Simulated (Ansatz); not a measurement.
# Relaxing germanium (hcp)

Level of theory: DFT, revPBE, plane waves (420 eV) with PAW, scalar-relativistic (Ansatz 0.2.0). The PAW files were generated under PBE, with cores re-solved for the functional.

k-point mesh 12×12×7, Fermi-Dirac smearing 0.1 eV, no spin polarisation. Cell and atoms relax.

Starting structure:

```
Ge
1.0
     3.00765    0.00000    0.00000
    -1.50383    2.60470    0.00000
     0.00000    0.00000    4.91150
Ge
2
Direct
  0.33333 0.66667 0.25000
  0.66667 0.33333 0.75000
```

Task: What cell does the relaxation end in?

Result: P6_3/mmc with a = 3.086 Å, c = 4.780 Å (c/a = 1.549); 19.71 Å³ per atom against 19.24 at the start (2.4 %).

Task: How much energy does the relaxation gain?

Result: 9.8 meV per atom.
